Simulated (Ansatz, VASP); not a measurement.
# Cross-check of H4C3 (C wire along [100], 9 atoms a period, H-terminated) between VASP and Ansatz

Wanted: the spread between two codes on one cell, functional and k mesh. The cell is taken from a series of runs on this material, whose earlier steps may have relaxed, scaled, displaced or heated it; both programs get it as it stands.

Method: plane waves, with VASP 6.6.1 beside it; single point at HSE06, in Ansatz 0.2.0.

### Step 1. Starting point

The cell holds 21 atoms: 9 C and 12 H. Cell: a = 11.663 Å, b = 11.663 Å, c = 3.740 Å, α = 90.0°, β = 90.0°, γ = 90.0°. Vacuum lies along a and b. The structure's axis is c.

### Step 2. Ansatz: single point, HSE06

Ansatz runs on its PAW soft_1 files.

With cell and atoms fixed, the geometry can't cause a difference; cores, projectors, grids and the points listed under the comparison can.

The input, input.yaml:

```yaml
crystal:
  lattice:
    - [11.663, 0.0, 0.0]
    - [0.0, 11.663, 0.0]
    - [0.0, 0.0, 3.7403267943]
  atoms:
    - { symbol: C, position: [0.42484416, 0.42484416, 0.993926402] }
    - { symbol: C, position: [0.575178527, 0.575178527, 0.993926402] }
    - { symbol: H, position: [0.36856532, 0.36856532, 0.150833432] }
    - { symbol: H, position: [0.631457367, 0.631457367, 0.150833432] }
    - { symbol: C, position: [0.500011344, 0.500011344, 0.25] }
    - { symbol: H, position: [0.36856532, 0.631457367, 0.349166568] }
    - { symbol: H, position: [0.631457367, 0.36856532, 0.349166568] }
    - { symbol: C, position: [0.42484416, 0.575178527, 0.506073598] }
    - { symbol: C, position: [0.575178527, 0.42484416, 0.506073598] }
    - { symbol: H, position: [0.292533703, 0.444677736, 0.591384297] }
    - { symbol: H, position: [0.444677736, 0.292533703, 0.591384297] }
    - { symbol: H, position: [0.555344951, 0.707488984, 0.591384297] }
    - { symbol: H, position: [0.707488984, 0.555344951, 0.591384297] }
    - { symbol: C, position: [0.349530161, 0.500011344, 0.75] }
    - { symbol: C, position: [0.500011344, 0.349530161, 0.75] }
    - { symbol: C, position: [0.500011344, 0.650492526, 0.75] }
    - { symbol: C, position: [0.650492526, 0.500011344, 0.75] }
    - { symbol: H, position: [0.292533703, 0.555344951, 0.908615703] }
    - { symbol: H, position: [0.444677736, 0.707488984, 0.908615703] }
    - { symbol: H, position: [0.555344951, 0.292533703, 0.908615703] }
    - { symbol: H, position: [0.707488984, 0.444677736, 0.908615703] }
kpoints:
  mp_grid: { grid: [1, 1, 9] }
scf:
  occupations: { method: fermi_dirac, width: 0.05 }
hamiltonian:
  xc: hse06
  pseudopotentials: { kind: paw, azcp: { folder: soft_1 } }
```

Launch:

```console
$ ansatz run input.yaml --threads 4 --pin off --max-ram 16384MiB --backend cpu --events-out ev --progress --plain --runs-dir out
```

Numbers of over 12 decimals in the logs are rounded to 6 here.

What it wrote:

```text
Engine: ansatz 0.2.0, x86_64-unknown-linux-gnu
Pseudopotentials: kind: paw
Pseudopotential: C, paw, valence charge 4, recommended cutoff 420 eV (normal), soft_1/C.paw.azcp
Pseudopotential: H, paw, valence charge 1, recommended cutoff 420 eV (normal), soft_1/H.paw.azcp
Functional definition: HSE06
  parameter a = 0.25
  parameter omega = 0.11/bohr
  exchange = pbe_x - a*pbe_x_sr(omega) + a*exact_x_sr(omega)
  correlation = pbe_c
Crystal: 21 atoms, lattice volume = 508.780 Å³
Basis set: ecut = 420 eV, 10021 PW (Γ)
Bands: 45, of which v1, the nominal top of the filled ones, is band 24 counted from 1 (23 counted from 0)
Symmetry: 8 space group operations
Space group: P-42m (ITA 111), of the structure as read, at distance tolerance 8.0e-5 Å
k-points: 5 of 9
Non-local potential: C, projectors of the file, l = 0: 2, l = 1: 2, l = 2: 1
Non-local potential: H, projectors of the file, l = 0: 2, l = 1: 1
PAW form: soft (Blöchl's): semilocal exchange-correlation on the pseudo side does not see the compensation charge
PAW frozen core: C, regenerated for the run's functional, and the local potential with it (the file was generated under x = pbe(κ = 0.804, μ = 0.219515), c = pbe(β = 0.066725))
PAW one-centre angular grid: C, 110 points (default); XC on 64 Gauss nodes
PAW one-centre angular grid: H, 110 points (default); XC on 64 Gauss nodes
Initial density: superposition of atomic densities (neutral atoms: chi_scale 0, normalization atom)
Initial wavefunctions: pseudopotential atomic-orbital guess
Functional: x = pbe(κ = 0.804, μ = 0.219515), c = pbe(β = 0.066725), warm-up for x = pbe(κ = 0.804, μ = 0.219515) + 0.25 (exact − pbe) at short range (hse, ω = 0.207870 Å⁻¹), c = pbe(β = 0.066725); HSE06 as pw.x's `hse` composes it (authors' and Libxc's form: `xc: wpbeh`)
iter 1 solved again at ethr=6.09e-2 eV; its pass at ethr=1.00e-1 eV (dr2=2.92e1 eV) is discarded
SCF iter   1: F=—  HF=-2461.347766 eV  |F-HF|=—  |Δ(HF+E_count)|=         —  Δρ=6.95e-2  dr2=2.93e1  ethr=6.09e-2  ⟨swp⟩=2.6  Hψ=1318  notcnv=0
preconditioner: auto → none  [insulator: Δε(μ)=7.921 eV  Ē_g=16.931 eV  σ=0.050 eV  W_gap=1.00  n_scr=46 (ndim 8)  ℏωp=11.4 eV  f_vac=0.632  D(μ)=0.00/eV (n_scr^D=0)]
SCF iter   2: F=—  HF=-2452.360458 eV  |F-HF|=—  |Δ(HF+E_count)|=    8.99e0  Δρ=3.19e-2  dr2=4.34e0  ethr=6.09e-2  ⟨swp⟩=6.8  Hψ=780  notcnv=0
SCF iter   3: F=—  HF=-2451.311546 eV  |F-HF|=—  |Δ(HF+E_count)|=    1.05e0  Δρ=1.31e-2  dr2=8.20e-1  ethr=9.05e-3  ⟨swp⟩=6.0  Hψ=684  notcnv=0
iter 4 solved again at ethr=1.70e-4 eV; its pass at ethr=1.71e-3 eV (dr2=8.18e-2 eV) is discarded
SCF iter   4: F=—  HF=-2451.111231 eV  |F-HF|=—  |Δ(HF+E_count)|=   2.00e-1  Δρ=4.29e-3  dr2=8.51e-2  ethr=1.70e-4  ⟨swp⟩=3.4  Hψ=1129  notcnv=0  defer=2
SCF iter   5: F=—  HF=-2451.088684 eV  |F-HF|=—  |Δ(HF+E_count)|=   2.25e-2  Δρ=8.31e-4  dr2=1.87e-3  ethr=1.70e-4  ⟨swp⟩=5.2  Hψ=592  notcnv=0
SCF iter   6: F=-2451.089230 eV  HF=-2451.089164 eV  |F-HF|=6.64e-5  |Δ(HF+E_count)|=   4.80e-4  Δρ=2.59e-4  dr2=1.82e-4  ethr=3.90e-6  ⟨swp⟩=3.4  Hψ=419  notcnv=0
SCF 1 stopped early in 6 iterations: F = -2451.089230 eV  dr2 = 1.82e-4
  greatest PAW one-centre occupation: 0.652 electrons in one spin orbital (limit 2), on the C atom at site 14 (counted from 0), in its partial waves of l = 0
Initial density: handed on by an earlier stage of this run
Initial wavefunctions: those handed on with the density
Functional: x = pbe(κ = 0.804, μ = 0.219515) + 0.25 (exact − pbe) at short range (hse, ω = 0.207870 Å⁻¹), c = pbe(β = 0.066725); HSE06 as pw.x's `hse` composes it (authors' and Libxc's form: `xc: wpbeh`)
Exchange kernel: α = 0.2500, screened, ω = 0.2079 Å⁻¹, Wigner–Seitz truncation, v(0) = 994.1385 eV·Å³, q-mesh 1×1×9, nearest image of the exchange supercell L = 11.66 Å, pair-density grid 80×80×25, without the augmentation charges, whose exchange is taken in its separable form by FFT convolution over the k-point mesh (the finest that the files' search goes to), smooth part of the exact exchange by density-matrix convolution
Frozen-core exchange: fock
SCF iter   1: F=—  HF=-2452.070742 eV  |F-HF|=—  |Δ(HF+E_count)|=         —  Δρ=3.34e-3  dr2=2.52e-2  ethr=3.80e-6  ⟨swp⟩=15.8  Hψ=1453  notcnv=0
preconditioner: auto → none  [insulator: Δε(μ)=5.308 eV  Ē_g=15.779 eV  σ=0.050 eV  W_gap=1.00  n_scr=46 (ndim 8)  ℏωp=11.4 eV  f_vac=0.693  D(μ)=0.00/eV (n_scr^D=0)]
SCF iter   2: F=—  HF=-2452.061405 eV  |F-HF|=—  |Δ(HF+E_count)|=   9.34e-3  Δρ=1.16e-3  dr2=3.40e-3  ethr=3.80e-6  ⟨swp⟩=4.0  Hψ=499  notcnv=0
SCF iter   3: F=—  HF=-2452.069733 eV  |F-HF|=—  |Δ(HF+E_count)|=   8.33e-3  Δρ=1.86e-4  dr2=9.13e-5  ethr=3.80e-6  ⟨swp⟩=4.0  Hψ=466  notcnv=0
SCF iter   4: F=—  HF=-2452.069710 eV  |F-HF|=—  |Δ(HF+E_count)|=   2.29e-5  Δρ=3.89e-5  dr2=1.44e-5  ethr=1.68e-7  ⟨swp⟩=3.6  Hψ=519  notcnv=0
SCF iter   5: F=-2452.069804 eV  HF=-2452.069808 eV  |F-HF|=3.65e-6  |Δ(HF+E_count)|=   9.78e-5  Δρ=4.14e-5  dr2=5.85e-6  ethr=1.37e-8  ⟨swp⟩=5.8  Hψ=753  notcnv=0
SCF 2 stopped early in 5 iterations: F = -2452.069804 eV  dr2 = 5.85e-6
  greatest PAW one-centre occupation: 0.655 electrons in one spin orbital (limit 2), on the C atom at site 16 (counted from 0), in its partial waves of l = 0
hybrid outer 1: dexx = +1.071e-2 eV, tail = 5.09e-5 eV
Exchange kernel: α = 0.2500, screened, ω = 0.2079 Å⁻¹, Wigner–Seitz truncation, v(0) = 994.1385 eV·Å³, q-mesh 1×1×9, nearest image of the exchange supercell L = 11.66 Å, pair-density grid 80×80×25, without the augmentation charges, whose exchange is taken in its separable form by FFT convolution over the k-point mesh (the finest that the files' search goes to), smooth part of the exact exchange by density-matrix convolution
Frozen-core exchange: fock
SCF iter   1: F=—  HF=-2452.069890 eV  |F-HF|=—  |Δ(HF+E_count)|=         —  Δρ=2.65e-5  dr2=3.03e-6  ethr=5.30e-7  ⟨swp⟩=6.0  Hψ=562  notcnv=0
preconditioner: auto → none  [insulator: Δε(μ)=5.319 eV  Ē_g=15.778 eV  σ=0.050 eV  W_gap=1.00  n_scr=46 (ndim 8)  ℏωp=11.4 eV  f_vac=0.695  D(μ)=0.00/eV (n_scr^D=0)]
iter 2 solved again at ethr=2.01e-10 eV; its pass at ethr=5.26e-9 eV (dr2=9.64e-8 eV) is discarded
SCF iter   2: F=—  HF=-2452.069890 eV  |F-HF|=—  |Δ(HF+E_count)|=   3.38e-7  Δρ=7.15e-6  dr2=1.48e-7  ethr=2.01e-10  ⟨swp⟩=5.4  Hψ=931  notcnv=0  defer=2
SCF iter   3: F=-2452.069890 eV  HF=-2452.069890 eV  |F-HF|=3.01e-8  |Δ(HF+E_count)|=   4.33e-7  Δρ=2.83e-6  dr2=3.86e-8  ethr=2.00e-10  ⟨swp⟩=5.0  Hψ=527  notcnv=0  defer=1
SCF 3 converged in 3 iterations: F = -2452.069890 eV  dr2 = 3.86e-8
  greatest PAW one-centre occupation: 0.655 electrons in one spin orbital (limit 2), on the C atom at site 15 (counted from 0), in its partial waves of l = 0
hybrid outer 2: dexx = +6.154e-7 eV, tail = 9.15e-8 eV, Δε = 2.32e-3 eV (about 1.16e-4 eV left of the loop's levels)
hybrid SCF converged: 2 outer / 8 inner (+6 warm-up), last move |dexx| = 6.15e-7 eV, tail = 9.15e-8 eV
Stability not checked: this state was not tested for a lower state beside it, because the functional holds exact exchange (a hybrid, or Hartree-Fock), whose exchange loop this test does not read (fock_operator; see scf.lower_state_search)
Free energy (F): -2452.069890 eV
Frozen-core exchange: fock
Harris-Foulkes:  -2452.069890 eV  (|F-HF|=3.01e-8)
Internal energy: -2452.069890 eV  (E = F + TS)
E sigma→0 (E₀):  -2452.069890 eV
Fermi energy:    -1.598286 eV
--- Per-component energies (eV) ---
  E_band       = -523.419143
  E_kinetic    = 968.118600
  E_local      = -10543.375404  (includes V_loc(G=0)·N_el)
  E_nonlocal   = 209.754883
  E_hartree    = 4827.409739
  E_xc         = -433.846625
  E_vxc        = -534.467203  (∫ρ·V_xc dr)
  E_exx        = -104.725386  (= α·E_x^exact, valence–valence)
  E_paw        = -904.785930  (= ΣΔE_a)
  E_vpaw       = -68.793596  (= ΣTr[D̂ρ^β])
  E_aug_tail   = -0.012755  (compensation charges beyond the density's cutoff)
  E_ewald      = 3529.547952
  E_core_change = -0.154964  (= ΣΔE_core)
  E_smearing   = -0.000000  (= −TS)
  E_closure    = 0.000000  (closes the sum)
  Σ components = -2452.069890   (vs F -2452.069890, Δ=0.00e0)
--- Band table (eV; the first three rows and the last of 5) ---
  k-point 0: bands = [... 20 lower, -6.6159, -5.3903, -4.2743, -4.2743, 1.0456]
  k-point 1: bands = [... 20 lower, -6.5895, -5.2996, -4.4571, -4.4571, 1.1922]
  k-point 2: bands = [... 20 lower, -6.5215, -5.1381, -4.9371, -4.9371, 1.6070]
  k-point 4: bands = [... 20 lower, -6.3254, -5.9402, -5.9402, -5.3418, 3.0734]
  guard bands above this table: 20 of the run's 45 bands. The solve was not asked for them (output.publish_guard_bands: true or output.eigenvalues: true publishes all)
```

(Continued in part 2 of 2.)

[Lines on the potential files, build, host, timing and source positions are cut from VASP's logs without a mark.]

[Logs are printed without paths, hosts, clocks, repeated set-up lines and the standing remarks that a program may print on its own settings, such as how far it seeks lower states.]

[Hosts, paths, dates, database ids (printed as entryN), source tags and the programs' standing remarks are cut or masked in the printed files.]
